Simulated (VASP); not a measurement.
# MgO2 (Pa-3) in VASP: relaxation of cell and atoms with PBEsol

Aim: the relaxation of cell and atoms of MgO2 with PBEsol.

All numbers are computed with VASP 6.6.1; they aren't measurements. Logs are shortened: lines on timing, memory, paths and dates and some standing lists are left out, and cuts for length are marked.

### 1 The undisturbed crystal

The structure is cubic, space group Pa-3 (No. 205). Conventional cell: a = 4.841 Å, b = 4.841 Å, c = 4.841 Å, α = 90.00°, β = 90.00°, γ = 90.00°. Around Mg (site symmetry -3) lie 6 O at 2.08 Å. O (site symmetry 3) is surrounded by 1 O at 1.48 Å.

The cell is a database's computed one.

### 2 Relaxation of cell and atoms, PBEsol (cell and atoms relaxed tightly for response)

INCAR reads:

```
  PREC = Accurate
  ENCUT = 600
  EDIFF = 1E-6
  ISMEAR = 0
  SIGMA = 0.01
  LREAL = F
  LASPH = T
  NELM = 100
  ALGO = Fast
  ISIF = 3
  LWAVE = F
  LCHARG = F
  GGA = PS
  IBRION = 2
  NSW = 80
  EDIFFG = -0.001
```

KPOINTS reads:

```
Automatic mesh
0
Gamma
  6 6 6
```

POSCAR reads:

```
MgO2
1.0
    4.8408307520      0.0000000000      0.0000000000
    0.0000000000      4.8408307520      0.0000000000
    0.0000000000      0.0000000000      4.8408307520
Mg O
4 8
Direct
    0.0000000000      0.5000000000      0.5000000000
    0.5000000000      0.5000000000      0.0000000000
    0.5000000000      0.0000000000      0.5000000000
    0.0000000000      0.0000000000      0.0000000000
    0.4116319360      0.0883680640      0.9116319360
    0.0883680640      0.9116319360      0.4116319360
    0.9116319360      0.4116319360      0.0883680640
    0.5883680640      0.5883680640      0.5883680640
    0.4116319360      0.4116319360      0.4116319360
    0.0883680640      0.5883680640      0.9116319360
    0.9116319360      0.0883680640      0.5883680640
    0.5883680640      0.9116319360      0.0883680640
```

Potentials or basis: VASP PAW PBE potentials, release 64 (Mg, O).

Started as:

```console
> cat potpaw_PBE.64/Mg/POTCAR potpaw_PBE.64/O/POTCAR > POTCAR
> mpirun -np 1 vasp_std > vasp.out
```

OUTCAR:

```text
PREC = Accurate
   ENCUT = 600
   EDIFF = 1E-6
   ISMEAR = 0
   LREAL = F
   LASPH = T
   NELM = 100
   ISIF = 3
   GGA = PS
   IBRION = 2
   NSW = 80
   EDIFFG = -0.001

 ion  position               nearest neighbor table
   1  0.000  0.500  0.500-   6 2.08   7 2.08   8 2.08   9 2.08  10 2.08  11 2.08   2 3.42   3 3.42
                             4 3.42   2 3.42   4 3.42   3 3.42   4 3.42   4 3.42   2 3.42   3 3.42
   2  0.500  0.500  0.000-   5 2.08   7 2.08   8 2.08   9 2.08  10 2.08  12 2.08   1 3.42   3 3.42
                             4 3.42   1 3.42   3 3.42   3 3.42   4 3.42   3 3.42   1 3.42   4 3.42
   3  0.500  0.000  0.500-   5 2.08   6 2.08   8 2.08   9 2.08  11 2.08  12 2.08   1 3.42   2 3.42
                             4 3.42   2 3.42   4 3.42   1 3.42   2 3.42   2 3.42   1 3.42   4 3.42
   4  0.000  0.000  0.000-   5 2.08   6 2.08   7 2.08  10 2.08  11 2.08  12 2.08   1 3.42   2 3.42
                             3 3.42   1 3.42   3 3.42   1 3.42   2 3.42   1 3.42   2 3.42   3 3.42
   5  0.412  0.088  0.912-  12 1.48   3 2.08   4 2.08   2 2.08
   6  0.088  0.912  0.412-  11 1.48   3 2.08   4 2.08   1 2.08
   7  0.912  0.412  0.088-  10 1.48   2 2.08   4 2.08   1 2.08
   8  0.588  0.588  0.588-   9 1.48   2 2.08   3 2.08   1 2.08
   9  0.412  0.412  0.412-   8 1.48   2 2.08   3 2.08   1 2.08
  10  0.088  0.588  0.912-   7 1.48   2 2.08   4 2.08   1 2.08
  11  0.912  0.088  0.588-   6 1.48   3 2.08   4 2.08   1 2.08
  12  0.588  0.912  0.088-   5 1.48   3 2.08   4 2.08   2 2.08

  LATTYP: Found a simple cubic cell.
 ALAT       =     4.8408307520

  Lattice vectors:

 A1 = (   4.8408307520,   0.0000000000,   0.0000000000)
 A2 = (   0.0000000000,   4.8408307520,   0.0000000000)
 A3 = (   0.0000000000,   0.0000000000,   4.8408307520)

Analysis of symmetry for initial positions (statically):
=====================================================================
 Subroutine PRICEL returns:
 Original cell was already a primitive cell.

 Routine SETGRP: Setting up the symmetry group for a
 simple cubic supercell.

 Subroutine GETGRP returns: Found 24 space group operations
 (whereof  6 operations were pure point group operations)
 out of a pool of 48 trial point group operations.

The static configuration has the point symmetry S_6 .
 The point group associated with its full space group is T_h .

Analysis of symmetry for dynamics (positions and initial velocities):
=====================================================================
 Subroutine PRICEL returns:
 Original cell was already a primitive cell.

 Routine SETGRP: Setting up the symmetry group for a
 simple cubic supercell.

 Subroutine GETGRP returns: Found 24 space group operations
 (whereof  6 operations were pure point group operations)
 out of a pool of 48 trial point group operations.

The dynamic configuration has the point symmetry S_6 .
 The point group associated with its full space group is T_h .

 Subroutine INISYM returns: Found 24 space group operations
 (whereof  6 operations are pure point group operations),
 and found     1 'primitive' translations

----------------------------------------------------------------------------------------

                                     Primitive cell

  volume of cell :     113.4383

  direct lattice vectors                    reciprocal lattice vectors
     4.840830752  0.000000000  0.000000000     0.206576113  0.000000000  0.000000000
     0.000000000  4.840830752  0.000000000     0.000000000  0.206576113  0.000000000
     0.000000000  0.000000000  4.840830752     0.000000000  0.000000000  0.206576113

  length of vectors
     4.840830752  4.840830752  4.840830752     0.206576113  0.206576113  0.206576113

  position of ions in fractional coordinates (direct lattice)
     0.000000000  0.500000000  0.500000000
     0.500000000  0.500000000  0.000000000
     0.500000000  0.000000000  0.500000000
     0.000000000  0.000000000  0.000000000
     0.411631936  0.088368064  0.911631936
     0.088368064  0.911631936  0.411631936
     0.911631936  0.411631936  0.088368064
     0.588368064  0.588368064  0.588368064
     0.411631936  0.411631936  0.411631936
     0.088368064  0.588368064  0.911631936
     0.911631936  0.088368064  0.588368064
     0.588368064  0.911631936  0.088368064

  ion indices of the primitive-cell ions
   primitive index   ion index
                 1           1
                 2           2
                 3           3
                 4           4
                 5           5
                 6           6
                 7           7
                 8           8
                 9           9
                10          10
                11          11
                12          12

----------------------------------------------------------------------------------------

 KPOINTS: Automatic mesh

Automatic generation of k-mesh.
 Grid dimensions read from file:
 generate k-points for:    6    6    6

 Generating k-lattice:

  Cartesian coordinates                     Fractional coordinates (reciprocal lattice)
     0.034429352  0.000000000  0.000000000     0.166666667  0.000000000  0.000000000
     0.000000000  0.034429352  0.000000000     0.000000000  0.166666667  0.000000000
     0.000000000  0.000000000  0.034429352     0.000000000  0.000000000  0.166666667

  Length of vectors
     0.034429352  0.034429352  0.034429352

  Shift w.r.t. Gamma in fractional coordinates (k-lattice)
     0.000000000  0.000000000  0.000000000

 Subroutine IBZKPT returns following result:
 ===========================================

 Found     24 irreducible k-points:

 Following reciprocal coordinates:
            Coordinates               Weight
  0.000000  0.000000  0.000000      1.000000
  0.166667  0.000000  0.000000      6.000000
  0.333333  0.000000  0.000000      6.000000
  0.500000  0.000000  0.000000      3.000000
  0.166667  0.166667  0.000000     12.000000
  0.333333  0.166667  0.000000     12.000000
[... 16 lines left out ...]
  0.500000  0.500000  0.333333      6.000000
  0.500000  0.500000  0.500000      1.000000
   k-points           NKPTS =     24   k-points in BZ     NKDIM =     24   number of bands    NBANDS=     35
   number of dos      NEDOS =    301   number of ions     NIONS =     12
   total plane-waves  NPLWV =  64000
   dimension x,y,z NGX =    40 NGY =   40 NGZ =   40
   dimension x,y,z NGXF=    80 NGYF=   80 NGZF=   80
   ions per type =               4   8
   NGX,Y,Z   is equivalent  to a cutoff of  13.74, 13.74, 13.74 a.u.
   NGXF,Y,Z  is equivalent  to a cutoff of  27.47, 27.47, 27.47 a.u.
 SYSTEM =  unknown system
   PREC   = accura    normal or accurate (medium, high low for compatibility)
   ISTART =      0    job   : 0-new  1-cont  2-samecut
   ICHARG =      2    charge: 1-file 2-atom 10-const
   ISPIN  =      1    spin polarized calculation?
   LNONCOLLINEAR =      F non collinear calculations
   LSORBIT =      F    spin-orbit coupling
   LASPH  =      T    aspherical Exc in radial PAW
   ENCUT  =  600.0 eV  44.10 Ry    6.64 a.u.   9.67  9.67  9.67*2*pi/ulx,y,z
   NELM   =    100;   NELMIN=  2; NELMDL= -5     # of ELM steps
   EDIFF  = 0.1E-05   stopping-criterion for ELM
   LREAL  =      F    real-space projection
   EDIFFG = -.1E-02   stopping-criterion for IOM
   NSW    =     80    number of steps for IOM
   IBRION =      2    ionic relax: 0-MD 1-quasi-New 2-CG
   NFREE  =      1    steps in history (QN), initial steepest desc. (CG)
   ISIF   =      3    stress and relaxation
   ISYM   =      2    0-nonsym 1-usesym 2-fastsym
   POTIM  = 0.5000    time-step for ionic-motion
   TEBEG  =    0.0;   TEEND  =   0.0 temperature during run
   PSTRESS=    0.0 pullay stress
   NELECT =      56.0000    total number of electrons
   NUPDOWN=      -1.0000    fix difference up-down
   EMIN   =  10.00;   EMAX   =-10.00  energy-range for DOS
   EFERMI =   0.00;   METHOD = LEGACY
   ISMEAR =     0;   SIGMA  =   0.01  broadening in eV -4-tet -1-fermi 0-gaus
   EFERMI_NEDOS =   21; number of points for ismear=-14 and -15
   IALGO  =     68    algorithm
   IMIX   =      4    mixing-type and parameters
     AMIX     =   0.40;   BMIX     =  1.00
     AMIX_MAG =   1.60;   BMIX_MAG =  1.00
  volume/ion in A,a.u.               =       9.45        63.79
  Fermi-wavevector in a.u.,A,eV,Ry     =   1.293851  2.445024 22.776839  1.674050
  Thomas-Fermi vector in A             =   2.425471
   LORBIT       =      0    0 simple, 1 ext, 2 COOP (PROOUT), +10 PAW based schemes
   GGA     = PS    functional components
   LHFCALC =     F    Hartree Fock is set to
   AEXX    =    0.0000 exact exchange contribution
   IVDW    =     0    specifies the selected vdW correction
   LEPSILON=     F    determine dielectric tensor
   LRPA    =     F    only Hartree local field effects (RPA)
 conjugate gradient relaxation of ions
 non-spin polarized calculation
 RMM-DIIS sequential band-by-band and
 Gauss-broadening in eV      SIGMA  =   0.01
  energy-cutoff  :      600.00
  volume of cell :      113.44
 maximum number of plane-waves:      3840
 NGX is ok and might be reduce to    40
   NGX = 19   NGY = 19   NGZ = 19

--------------------------------------- Ionic step        1  -------------------------------------------

 number of electron      55.9999964 magnetization

 Free energy of the ion-electron system (eV)
  ---------------------------------------------------
  ext. energy  EPLUGINS =         0.00000000
  ---------------------------------------------------
  free energy    TOTEN  =       -69.80893712 eV

  energy without entropy =      -69.80893712  energy(sigma->0) =      -69.80893712

------------------------ aborting loop because EDIFF is reached ----------------------------------------

  FORCE on cell =-STRESS in cart. coord.  units (eV):
  Direction    XX          YY          ZZ          XY          YZ          ZX
  --------------------------------------------------------------------------------------
  -------------------------------------------------------------------------------------
  Total       -0.2113349     -0.2113349     -0.2113349      0.0000000      0.0000000      0.0000000
  in kB       -2.9848477     -2.9848477     -2.9848477      0.0000000      0.0000000      0.0000000
  external PRESSURE =      -2.9848477 kB  Pullay stress =       0.0000000 kB
[... 119 lines left out ...]
  FREE ENERGIE OF THE ION-ELECTRON SYSTEM (eV)
  ---------------------------------------------------
  free  energy   TOTEN  =       -69.8121501415 eV

  energy  without entropy=      -69.8121501415  energy(sigma->0) =      -69.81215014

[... ionic steps 4 to 7 ...]

--------------------------------------- Ionic step        8  -------------------------------------------

 number of electron      55.9999977 magnetization

------------------------ aborting loop because EDIFF is reached ----------------------------------------
[... 87 lines left out ...]
--------------------------------------- Ionic step       10  -------------------------------------------

 number of electron      55.9999977 magnetization

 Free energy of the ion-electron system (eV)
  ---------------------------------------------------
  ext. energy  EPLUGINS =         0.00000000
  ---------------------------------------------------
  free energy    TOTEN  =       -69.81267616 eV

  energy without entropy =      -69.81267616  energy(sigma->0) =      -69.81267616

 E-fermi :   3.0022     XC(G=0): -11.0409

 val. band max:        2.8617940460   @ k =   0.0000   0.0000   0.0000
 cond. band min:       6.7656872048   @ k =   0.3333   0.1667   0.1667
 fundamental gap:      3.9038931588
 Fermi energy:         3.0021954564

 k-point     1 :       0.0000    0.0000    0.0000
  band No.  band energies     occupation
      1     -18.3469      2.00000
      2     -17.5484      2.00000
      3     -17.5484      2.00000
      4     -17.5484      2.00000
      5     -11.7886      2.00000
      6     -11.7886      2.00000
[... 940 lines left out ...]
  FREE ENERGIE OF THE ION-ELECTRON SYSTEM (eV)
  ---------------------------------------------------
  free  energy   TOTEN  =       -69.8126761574 eV

  energy  without entropy=      -69.8126761574  energy(sigma->0) =      -69.81267616

 reached required accuracy - stopping structural energy minimisation
```

Run time: 4.2 min. Hardware: 1 thread of Intel Xeon 6975P-C (Granite Rapids), shared host; peak memory 0.3 GiB.

What came out:

```yaml
Free_energy: -69.8127 eV
Relaxed_volume: 9.41 Å³/atom
Relaxed_cell: a = 4.834 Å, b = 4.834 Å, c = 4.834 Å, α = 90.00°, β = 90.00°, γ = 90.00°
Space_group_after_relaxing_to_0.05_Å: Pa-3 (No. 205)
Energy_gained_by_relaxing: 0.3 meV/atom
Ionic_steps: 10
Pressure_after_relaxing: 0.0 GPa
Band_gap_on_the_k_mesh: 3.90 eV, indirect (least direct gap 4.03 eV)
```

The path:
| step | energy change (eV) | largest force (eV/Å) | pressure (GPa) | volume (Å³) |
| --- | --- | --- | --- | --- |
| 1 | 0.0000 | 0.1843 | -0.30 | 113.44 |
| 2 | 0.0008 | 0.2255 | -0.60 | 113.15 |
| 3 | -0.0032 | 0.0127 | -0.49 | 113.30 |
| 4 | -0.0037 | 0.0019 | 0.15 | 112.85 |
| 5 | -0.0037 | 0.0042 | 0.00 | 112.95 |
| 6 | -0.0037 | 0.0040 | -0.03 | 112.95 |
| 7 | -0.0037 | 0.0055 | -0.02 | 112.96 |
| 8 | -0.0037 | 0.0008 | -0.02 | 112.96 |
| 9 | -0.0037 | 0.0000 | -0.02 | 112.96 |
| 10 | -0.0037 | 0.0003 | 0.00 | 112.94 |

Final structure:
```yaml
crystal:
  lattice:
    - [4.83371, 0.00000, 0.00000]
    - [0.00000, 4.83371, 0.00000]
    - [0.00000, 0.00000, 4.83371]
  atoms:
    - { symbol: Mg, position: [0.00000, 0.50000, 0.50000] }
    - { symbol: Mg, position: [0.50000, 0.50000, 0.00000] }
    - { symbol: Mg, position: [0.50000, 0.00000, 0.50000] }
    - { symbol: Mg, position: [0.00000, 0.00000, 0.00000] }
    - { symbol: O, position: [0.41111, 0.08889, 0.91111] }
    - { symbol: O, position: [0.08889, 0.91111, 0.41111] }
    - { symbol: O, position: [0.91111, 0.41111, 0.08889] }
    - { symbol: O, position: [0.58889, 0.58889, 0.58889] }
    - { symbol: O, position: [0.41111, 0.41111, 0.41111] }
    - { symbol: O, position: [0.08889, 0.58889, 0.91111] }
    - { symbol: O, position: [0.91111, 0.08889, 0.58889] }
    - { symbol: O, position: [0.58889, 0.91111, 0.08889] }
```

Caveat: the PAW data sets were made with another functional, which shifts forces and pressure a little. A k mesh can miss the band edges.
